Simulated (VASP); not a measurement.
# TiC (Fm-3m) in VASP: notebook, part 2 of 2

VASP 6.6.1. The steps go on from the part before.

## Step 6: Density of states, PBE

Contents of POSCAR:

```
TiC                                     
1.0
    0.0000000000      2.1471057723      2.1471057723
    2.1471057723      0.0000000000      2.1471057723
    2.1471057723      2.1471057723      0.0000000000
  Ti              C             
     1     1
Direct
     0.0000000000000000    0.0000000000000000    0.0000000000000000
     0.5000000000000000    0.5000000000000000    0.5000000000000000
```

Contents of INCAR.step1:

```
ALGO     = Normal         # electronic algorithm
EDIFF    = 1E-6           # SCF threshold, eV
ENCUT    = 520            # plane-wave cutoff, eV
GGA      = PE             # functional
ISIF     = 2              # what is computed and relaxed
ISMEAR   = 1              # smearing method
LASPH    = T              # aspherical terms in the spheres
LCHARG   = T              # write CHGCAR
LMAXMIX  = 4              # l up to which the mixer works
LREAL    = F              # projectors in reciprocal space
LWAVE    = F              # write WAVECAR
NELM     = 80             # most SCF steps
PREC     = Accurate       # precision mode
SIGMA    = 0.1            # smearing width, eV
```

Contents of KPOINTS.step1:

```
k-points
0
Gamma
  14 14 14
```

Contents of INCAR.step2:

```
ALGO     = Normal         # electronic algorithm
EDIFF    = 1E-6           # SCF threshold, eV
ENCUT    = 520            # plane-wave cutoff, eV
GGA      = PE             # functional
ICHARG   = 11             # starting density
ISIF     = 2              # what is computed and relaxed
ISMEAR   = -5             # smearing method
LASPH    = T              # aspherical terms in the spheres
LCHARG   = F              # write CHGCAR
LMAXMIX  = 4              # l up to which the mixer works
LORBIT   = 10             # projections on sites
LREAL    = F              # projectors in reciprocal space
LWAVE    = F              # write WAVECAR
NEDOS    = 1001           # points of the DOS
NELM     = 80             # most SCF steps
PREC     = Accurate       # precision mode
SIGMA    = 0.1            # smearing width, eV
```

Contents of KPOINTS.step2:

```
k-points
0
Gamma
  21 21 21
```

Potentials or basis: VASP PAW PBE potentials, release 64 (Ti_sv, C).

Command:

```console
> cat potpaw_PBE.64/Ti_sv/POTCAR potpaw_PBE.64/C/POTCAR > POTCAR
> cp INCAR.step1 INCAR
> cp KPOINTS.step1 KPOINTS
> mpirun -np 1 vasp_std > vasp.out
> cp INCAR.step2 INCAR
> cp KPOINTS.step2 KPOINTS
> mpirun -np 1 vasp_std > vasp.out
```

OUTCAR:

```text
EDIFF = 1E-6
   ENCUT = 520
   GGA = PE
   ICHARG = 11
   ISIF = 2
   ISMEAR = -5
   LASPH = T
   LORBIT = 10
   LREAL = F
   NELM = 80
   PREC = Accurate

 ion  position               nearest neighbor table
   1  0.000  0.000  0.000-   2 2.15   2 2.15   2 2.15   2 2.15   2 2.15   2 2.15
   2  0.500  0.500  0.500-   1 2.15   1 2.15   1 2.15   1 2.15   1 2.15   1 2.15

  LATTYP: Found a face centered cubic cell.
 ALAT       =     4.2942115446

  Lattice vectors:

 A1 = (   0.0000000000,   2.1471057723,   2.1471057723)
 A2 = (   2.1471057723,   0.0000000000,   2.1471057723)
 A3 = (   2.1471057723,   2.1471057723,   0.0000000000)

Analysis of symmetry for initial positions (statically):
=====================================================================
 Subroutine PRICEL returns:
 Original cell was already a primitive cell.

 Routine SETGRP: Setting up the symmetry group for a
 face centered cubic supercell.

 Subroutine GETGRP returns: Found 48 space group operations
 (whereof 48 operations were pure point group operations)
 out of a pool of 48 trial point group operations.
[... 518 lines left out ...]
  band No.  band energies     occupation
      1     -46.7198      2.00000
      2     -23.2930      2.00000
      3     -22.8642      2.00000
      4     -22.8480      2.00000
      5       0.1420      2.00000
      6       4.6027      2.00000
      7       6.9192      2.00000
      8       7.0073      2.00000
      9      12.3534      0.00000
     10      12.5455      0.00000
     11      13.5791      0.00000
     12      17.2325      0.00000

 [... further k-points ...]

------------------------ aborting loop because EDIFF is reached ----------------------------------------

  FORCE on cell =-STRESS in cart. coord.  units (eV):
  Direction    XX          YY          ZZ          XY          YZ          ZX
  --------------------------------------------------------------------------------------
  -------------------------------------------------------------------------------------
  Total        0.9072178      0.9072178      0.9072178      0.0000000      0.0000000      0.0000000
  in kB       73.4229473     73.4229473     73.4229473      0.0000000      0.0000000      0.0000000
  external PRESSURE =      73.4229473 kB  Pullay stress =       0.0000000 kB

 VOLUME and BASIS-vectors are now :
 -----------------------------------------------------------------------------
  energy-cutoff  :      520.00
  volume of cell :       19.80
      direct lattice vectors                 reciprocal lattice vectors
     0.000000000  2.147105772  2.147105772    -0.232871620  0.232871620  0.232871620
     2.147105772  0.000000000  2.147105772     0.232871620 -0.232871620  0.232871620
     2.147105772  2.147105772  0.000000000     0.232871620  0.232871620 -0.232871620

 POSITION                                       TOTAL-FORCE (eV/Angst)
 -----------------------------------------------------------------------------------
      0.00000      0.00000      0.00000         0.000000      0.000000      0.000000
      2.14711      2.14711      2.14711        -0.000000     -0.000000     -0.000000
 -----------------------------------------------------------------------------------
    total drift:                                0.000000     -0.000000     -0.000000

  FREE ENERGIE OF THE ION-ELECTRON SYSTEM (eV)
  ---------------------------------------------------
  free  energy   TOTEN  =       -18.6966269349 eV

  energy  without entropy=      -18.6966269349  energy(sigma->0) =      -18.69662693

 total charge

# of ion       s       p       d       tot
------------------------------------------
    1        2.204   6.260   1.983  10.448
    2        0.900   1.519   0.000   2.419
--------------------------------------------------
tot          3.104   7.780   1.983  12.867
```

OUTCAR.step1:

```text
EDIFF = 1E-6
   ENCUT = 520
   GGA = PE
   ISIF = 2
   ISMEAR = 1
[... 582 lines left out ...]
 -----------------------------------------------------------------------------------
      0.00000      0.00000      0.00000        -0.000000      0.000000      0.000000
      2.14711      2.14711      2.14711         0.000000     -0.000000     -0.000000
 -----------------------------------------------------------------------------------
    total drift:                                0.000000     -0.000000     -0.000000

  FREE ENERGIE OF THE ION-ELECTRON SYSTEM (eV)
  ---------------------------------------------------
  free  energy   TOTEN  =       -18.6963978537 eV

  energy  without entropy=      -18.6965024948  energy(sigma->0) =      -18.69643273
```

OSZICAR.step1:

```text
N       E                     dE             d eps       ncg     rms          rms(c)
DAV:   1     0.119102773934E+03    0.11910E+03   -0.85158E+03  2496   0.160E+03
DAV:   2    -0.138080521689E+02   -0.13291E+03   -0.12664E+03  2620   0.383E+02
DAV:   3    -0.237180252952E+02   -0.99100E+01   -0.94486E+01  3276   0.993E+01
DAV:   4    -0.242224621661E+02   -0.50444E+00   -0.50351E+00  3200   0.215E+01
DAV:   5    -0.242384818523E+02   -0.16020E-01   -0.16018E-01  3452   0.346E+00    0.193E+01
DAV:   6    -0.192863593979E+02    0.49521E+01   -0.30969E+01  2976   0.706E+01    0.698E+00
DAV:   7    -0.187250635724E+02    0.56130E+00   -0.43571E+00  2964   0.274E+01    0.512E+00
DAV:   8    -0.186941250905E+02    0.30938E-01   -0.15533E-01  2676   0.546E+00    0.279E+00
DAV:   9    -0.187007597531E+02   -0.66347E-02   -0.11494E-01  2844   0.415E+00    0.834E-01
DAV:  10    -0.186973749684E+02    0.33848E-02   -0.16744E-02  3420   0.192E+00    0.508E-01
DAV:  11    -0.186964469583E+02    0.92801E-03   -0.50500E-03  2744   0.109E+00    0.102E-01
DAV:  12    -0.186964113236E+02    0.35635E-04   -0.42132E-04  2736   0.329E-01    0.307E-02
DAV:  13    -0.186963986610E+02    0.12663E-04   -0.32058E-05  3760   0.839E-02    0.977E-03
DAV:  14    -0.186963978537E+02    0.80723E-06   -0.17371E-06  2116   0.141E-02
   1 F= -.18696398E+02 E0= -.18696433E+02  d E =0.104641E-03
```

It took 28 s on 1 thread of Intel Xeon Platinum 8488C (Sapphire Rapids), shared host; peak memory 0.19 GiB.

What came out:

```
Valence electrons inside the program's atomic spheres : Ti 10.45; C 2.42
```

States per cell in windows of 0.5 eV (zero at the Fermi level; states under -8 eV left out):
```tsv
from (eV)	total	Ti1_d	C2_p	Ti1_p	Ti1_s	C2_s	C2_d
-8.0	0.00	0.00	0.00	0.00	0.00	0.00	0.00
-7.5	0.00	0.00	0.00	0.00	0.00	0.00	0.00
-7.0	0.00	0.00	0.00	0.00	0.00	0.00	0.00
-6.5	0.00	0.00	0.00	0.00	0.00	0.00	0.00
-6.0	0.06	0.01	0.01	0.00	0.01	0.00	0.00
-5.5	0.17	0.03	0.04	0.00	0.02	0.00	0.00
-5.0	0.36	0.07	0.08	0.01	0.03	0.01	0.00
-4.5	0.56	0.12	0.13	0.03	0.04	0.01	0.00
-4.0	0.51	0.09	0.13	0.05	0.02	0.01	0.00
-3.5	0.81	0.21	0.20	0.07	0.01	0.00	0.00
-3.0	1.23	0.45	0.31	0.05	0.00	0.00	0.00
-2.5	1.04	0.39	0.27	0.03	0.01	0.00	0.00
-2.0	0.58	0.22	0.14	0.02	0.00	0.00	0.00
-1.5	0.36	0.13	0.10	0.01	0.00	0.00	0.00
-1.0	0.24	0.08	0.07	0.01	0.00	0.00	0.00
-0.5	0.13	0.05	0.04	0.01	0.00	0.00	0.00
0.0	0.17	0.07	0.04	0.01	0.00	0.00	0.00
0.5	0.28	0.16	0.04	0.01	0.00	0.00	0.00
1.0	0.38	0.25	0.04	0.01	0.00	0.00	0.00
1.5	0.50	0.36	0.04	0.00	0.00	0.00	0.00
2.0	0.69	0.53	0.04	0.00	0.00	0.00	0.00
2.5	1.17	0.97	0.06	0.01	0.00	0.01	0.00
3.0	1.14	0.95	0.07	0.01	0.00	0.01	0.00
3.5	1.83	1.38	0.21	0.02	0.03	0.01	0.00
4.0	0.44	0.29	0.07	0.01	0.01	0.00	0.00
4.5	0.33	0.21	0.05	0.01	0.01	0.01	0.00
5.0	0.42	0.27	0.05	0.01	0.01	0.02	0.00
5.5	0.31	0.20	0.04	0.01	0.01	0.01	0.00
6.0	0.19	0.12	0.03	0.01	0.00	0.01	0.00
6.5	0.13	0.08	0.03	0.00	0.00	0.00	0.00
7.0	0.08	0.05	0.02	0.00	0.00	0.00	0.00
7.5	0.04	0.02	0.01	0.00	0.00	0.00	0.00
```

Caveat: tetrahedron occupations give inexact forces and stress in metals.

## Step 7: Elastic constants, PBE

This run uses another cell than the first one, of 10.17 Å³/atom, 1.028 times its volume.

Contents of POSCAR:

```
TiC
1.0
    0.0000000000      2.1667845985      2.1667845985
    2.1667845985      0.0000000000      2.1667845985
    2.1667845985      2.1667845985      0.0000000000
  Ti              C
     1     1
Direct
     0.0000000000000000    0.0000000000000000    0.0000000000000000
     0.5000000000000000    0.5000000000000000    0.5000000000000000
```

Contents of INCAR.step1:

```
SYSTEM = TiC
PREC = Accurate
ENCUT = 600
EDIFF = 1E-8
ISMEAR = 1
SIGMA = 0.2
LREAL = .False.
LASPH = .True.
NELM = 80
ALGO = Normal
ISIF = 3
LWAVE = .False.
LCHARG = .False.
GGA = PE
KPAR = 2
IBRION = 2
NSW = 40
EDIFFG = -0.002
```

Contents of INCAR.step2:

```
SYSTEM = TiC
PREC = Accurate
ENCUT = 600
EDIFF = 1E-8
ISMEAR = 1
SIGMA = 0.2
LREAL = .False.
LASPH = .True.
NELM = 80
ALGO = Normal
ISIF = 3
LWAVE = .False.
LCHARG = .False.
GGA = PE
KPAR = 2
IBRION = 6
NFREE = 2
POTIM = 0.015
NSW = 1
```

Contents of KPOINTS:

```
Automatic mesh
0
Gamma
  28 28 28
  0 0 0
```

Potentials or basis: VASP PAW PBE potentials, release 64 (Ti_sv, C).

Command:

```console
> cat potpaw_PBE.64/Ti_sv/POTCAR potpaw_PBE.64/C/POTCAR > POTCAR
> cp INCAR.step1 INCAR
> mpirun -np 2 vasp_std > vasp.out
> cp CONTCAR POSCAR
> cp INCAR.step2 INCAR
> mpirun -np 2 vasp_std > vasp.out
```

OUTCAR:

```text
SYSTEM = TiC
   PREC = Accurate
   ENCUT = 600
   EDIFF = 1E-8
   ISMEAR = 1
   LREAL = .False.
   LASPH = .True.
   NELM = 80
   ISIF = 3
   GGA = PE
   IBRION = 6
   NFREE = 2
   POTIM = 0.015
   NSW = 1

 ion  position               nearest neighbor table
   1  0.000  0.000  0.000-   2 2.17   2 2.17   2 2.17   2 2.17   2 2.17   2 2.17
   2  0.500  0.500  0.500-   1 2.17   1 2.17   1 2.17   1 2.17   1 2.17   1 2.17

  LATTYP: Found a face centered cubic cell.
 ALAT       =     4.3335691970

  Lattice vectors:

 A1 = (   0.0000000000,   2.1667845985,   2.1667845985)
 A2 = (   2.1667845985,   0.0000000000,   2.1667845985)
 A3 = (   2.1667845985,   2.1667845985,   0.0000000000)

Analysis of symmetry for initial positions (statically):
=====================================================================
 Subroutine PRICEL returns:
 Original cell was already a primitive cell.

 Routine SETGRP: Setting up the symmetry group for a
 face centered cubic supercell.

 Subroutine GETGRP returns: Found 48 space group operations
 (whereof 48 operations were pure point group operations)
 out of a pool of 48 trial point group operations.

The static configuration has the point symmetry O_h .

[... 730 lines left out ...]
  Total        0.0082478      0.0005901      0.0005901     -0.0000000      0.0000000      0.0000000
  in kB        0.6494850      0.0464671      0.0464671     -0.0000000      0.0000000      0.0000000
  external PRESSURE =       0.2474730 kB  Pullay stress =       0.0000000 kB
[... 17 lines left out ...]
  FREE ENERGIE OF THE ION-ELECTRON SYSTEM (eV)
  ---------------------------------------------------
  free  energy   TOTEN  =       -18.7089391832 eV

  energy  without entropy=      -18.7091975718  energy(sigma->0) =      -18.70902531

 INTERNAL STRAIN TENSORS FROM STRAINED CELLS
 ============================================

 INTERNAL STRAIN TENSOR FOR ION    1 for displacements in x,y,z  (eV/Angst):
          X           Y           Z          XY          YZ          ZX
  --------------------------------------------------------------------------------
  x    -0.00000    -0.00000     0.00000     0.00000    -0.00000     0.00000
  y     0.00000     0.00000     0.00000     0.00000     0.00000     0.00000
  z     0.00000     0.00000    -0.00000    -0.00000     0.00000     0.00000

 INTERNAL STRAIN TENSORS FROM DISPLACED ATOMS
 ============================================

 INTERNAL STRAIN TENSOR FOR ION    1 for displacements in x,y,z  (eV/Angst):
          X           Y           Z          XY          YZ          ZX
  --------------------------------------------------------------------------------
  x     0.00000     0.00000     0.00000     0.00000     0.00000     0.00000
  y     0.00000     0.00000     0.00000     0.00000     0.00000     0.00000
  z     0.00000     0.00000     0.00000     0.00000     0.00000     0.00000

 INTERNAL STRAIN TENSOR FOR ION    2 for displacements in x,y,z  (eV/Angst):
          X           Y           Z          XY          YZ          ZX
  --------------------------------------------------------------------------------
  x     0.00000     0.00000     0.00000     0.00000     0.00000     0.00000
  y     0.00000     0.00000     0.00000     0.00000     0.00000     0.00000
  z     0.00000     0.00000     0.00000     0.00000     0.00000     0.00000

 Eigenvectors and eigenvalues of the dynamical matrix
 ----------------------------------------------------

   1 f  =   15.395506 THz    96.732815 2PiTHz  513.538790 cm-1    63.670666 meV
             X         Y         Z           dx          dy          dz
      0.000000  0.000000  0.000000     0.000000    0.447798    0.000000
      2.166785  2.166785  2.166785     0.000000   -0.894135    0.000000
[... 21 lines left out ...]
   6 f/i=    0.000475 THz     0.002982 2PiTHz    0.015833 cm-1     0.001963 meV
             X         Y         Z           dx          dy          dz
      0.000000  0.000000  0.000000     0.000000    0.000000    0.894135
      2.166785  2.166785  2.166785     0.000000    0.000000    0.447798

--------------------------------------------------------------------------------------------------------

 ELASTIC MODULI CONTR FROM IONIC RELAXATION (kBar)
 Direction    XX          YY          ZZ          XY          YZ          ZX
 --------------------------------------------------------------------------------
 XX           0.0000      0.0000      0.0000      0.0000      0.0000      0.0000
 YY           0.0000      0.0000      0.0000      0.0000      0.0000      0.0000
 ZZ           0.0000      0.0000      0.0000      0.0000      0.0000      0.0000
 XY           0.0000      0.0000      0.0000      0.0000      0.0000      0.0000
 YZ           0.0000      0.0000      0.0000      0.0000      0.0000      0.0000
 ZX           0.0000      0.0000      0.0000      0.0000      0.0000      0.0000
 --------------------------------------------------------------------------------

 TOTAL ELASTIC MODULI (kBar)
 Direction    XX          YY          ZZ          XY          YZ          ZX
 --------------------------------------------------------------------------------
 XX        5101.5274   1185.5093   1185.5093      0.0000      0.0000      0.0000
 YY        1185.5093   5101.5274   1185.5093      0.0000      0.0000      0.0000
 ZZ        1185.5093   1185.5093   5101.5274     -0.0000     -0.0000     -0.0000
 XY           0.0000      0.0000     -0.0000   1682.3987      0.0000      0.0000
 YZ           0.0000      0.0000     -0.0000      0.0000   1682.3987      0.0000
 ZX           0.0000      0.0000     -0.0000      0.0000      0.0000   1682.3987
 --------------------------------------------------------------------------------
```

OSZICAR.step1:

```text
N       E                     dE             d eps       ncg     rms          rms(c)
DAV:   1     0.128508798801E+03    0.12851E+03   -0.92983E+03 14976   0.177E+03
DAV:   2    -0.133309462939E+02   -0.14184E+03   -0.13534E+03 15476   0.405E+02
DAV:   3    -0.237908337338E+02   -0.10460E+02   -0.10045E+02 19628   0.103E+02
DAV:   4    -0.243099764505E+02   -0.51914E+00   -0.51818E+00 19812   0.216E+01
DAV:   5    -0.243265069795E+02   -0.16531E-01   -0.16529E-01 19948   0.348E+00    0.182E+01
DAV:   6    -0.193770155432E+02    0.49495E+01   -0.32138E+01 17704   0.705E+01    0.717E+00
DAV:   7    -0.187495494503E+02    0.62747E+00   -0.48086E+00 18196   0.283E+01    0.484E+00
DAV:   8    -0.187168889030E+02    0.32661E-01   -0.13281E-01 16020   0.477E+00    0.315E+00
DAV:   9    -0.187154647309E+02    0.14242E-02   -0.17907E-01 16560   0.545E+00    0.855E-01
DAV:  10    -0.187120701977E+02    0.33945E-02   -0.16961E-02 21632   0.185E+00    0.653E-01
DAV:  11    -0.187099998830E+02    0.20703E-02   -0.85337E-03 16044   0.145E+00    0.140E-01
DAV:  12    -0.187100070583E+02   -0.71753E-05   -0.45396E-04 17088   0.282E-01    0.397E-02
DAV:  13    -0.187099901836E+02    0.16875E-04   -0.24117E-05 20300   0.610E-02    0.142E-02
DAV:  14    -0.187099869140E+02    0.32695E-05   -0.32615E-06 21960   0.232E-02    0.328E-03
DAV:  15    -0.187099868060E+02    0.10801E-06   -0.12453E-07 21468   0.487E-03    0.120E-03
DAV:  16    -0.187099868965E+02   -0.90477E-07   -0.57459E-08 20376   0.270E-03    0.289E-04
DAV:  17    -0.187099869020E+02   -0.54715E-08   -0.40048E-09  8452   0.790E-04
   1 F= -.18709987E+02 E0= -.18710072E+02  d E =-.187100E+02
```

It took 62 min on 2 MPI ranks of Intel Xeon Platinum 8259CL at 2.50GHz (Skylake/Cascade Lake), shared host; peak memory 2.8 GiB.

What came out:

```
Elastic constants C11, C12, C44                         : 510, 119, 168 GPa
Voigt bulk modulus                                      : 249 GPa
Highest phonon frequency at Γ, LO-TO splitting left out : 514 cm⁻¹
```

Phonon frequencies in cm⁻¹ (negative: imaginary):
```csv
q point,frequencies
"(0.000, 0.000, 0.000)",0 0 0 514 514 514
```

Elastic tensor in Voigt notation (GPa, in the Cartesian axes of the cell as first typed):
```
510 119 119   0   0   0
119 510 119   0   0   0
119 119 510   0   0   0
  0   0   0 168   0   0
  0   0   0   0 168   0
  0   0   0   0   0 168
```

Clamped-ion elastic tensor (GPa):
```
510 119 119   0   0   0
119 510 119   0   0   0
119 119 510   0   0   0
  0   0   0 168   0   0
  0   0   0   0 168   0
  0   0   0   0   0 168
```

## Step 8: Overview

```tsv
task	level	potentials or basis	cell	k mesh	cutoff (eV)	smearing	ions in elastic constants	k mesh for the DOS	occupations for the DOS	pressure (GPa)
elastic constants	PBEsol	VASP PAW PBE potentials, release 64 (Ti_sv, C)	Fm-3m, 9.9 Å³/atom	28 × 28 × 28	600	methfessel-paxton 0.2 eV	relaxed	-	-	-
band structure	PBE	VASP PAW PBE potentials, release 64 (Ti_sv, C)	Fm-3m, 9.9 Å³/atom	14 × 14 × 14	520	methfessel-paxton 0.1 eV	-	-	-	7.3
band structure	LDA	VASP PAW LDA potentials, release 64 (Ti_sv, C)	Fm-3m, 9.9 Å³/atom	14 × 14 × 14	520	methfessel-paxton 0.1 eV	-	-	-	-5.6
band structure	r2SCAN	VASP PAW PBE potentials, release 64 (Ti_sv, C)	Fm-3m, 9.9 Å³/atom	14 × 14 × 14	520	methfessel-paxton 0.1 eV	-	-	-	7.4
density of states	PBE	VASP PAW PBE potentials, release 64 (Ti_sv, C)	Fm-3m, 9.9 Å³/atom	14 × 14 × 14	520	methfessel-paxton 0.1 eV	-	21 × 21 × 21	tetrahedron	-
elastic constants	PBE	VASP PAW PBE potentials, release 64 (Ti_sv, C)	Fm-3m, 10.17 Å³/atom	28 × 28 × 28	600	methfessel-paxton 0.2 eV	relaxed	-	-	-
```

Alike in all rows: no spin polarisation.

Caveats: the PAW data sets were made with another functional, which shifts forces and pressure a little (some runs); tetrahedron occupations give inexact forces and stress in metals (some runs).

Absolute energies hang on the potentials; compare differences alone.
